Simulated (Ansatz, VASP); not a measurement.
BP: VASP beside Ansatz

```xyz
2
Lattice="0.0000 2.2059 2.2400 2.2059 0.0000 2.2400 2.2059 2.2059 0.0000" Properties=species:S:1:pos:R:3 pbc="T T T"
B     0.0000    0.0000    0.0000
P     3.3089    3.3089    3.3601
```

Change from the starting cell: strain -0.030 along x and y, -0.015 along z, atoms carried along.

Alike in both runs: task single point; functional PBE; k mesh 10 × 10 × 10; occupations gaussian, width 0.05 eV; no spin polarisation.

|  | VASP | Ansatz |
| --- | --- | --- |
| version | VASP 6.6.1 | Ansatz 0.2.0 |
| potentials or method | VASP PAW PBE potentials, release 64 (B, P) | scalar-relativistic, plane waves, PAW |
| plane-wave cutoff (eV) | 520 | 420 |
| valence electrons in the cell | 8 | 8 |

|  | VASP | Ansatz | Ansatz less VASP |
| --- | --- | --- | --- |
| gap on the k mesh at the Fermi level (eV) | 1.02 | 1.03 | +0.005 |
| least direct gap on the mesh (eV) | 3.43 | 3.44 | +0.004 |
| pressure (GPa) | 13.9 | 14.2 | +0.31 |
| largest component of the traceless stress (GPa) | 2.96 | 2.95 | -0.006 |

A k mesh can miss the band edges.
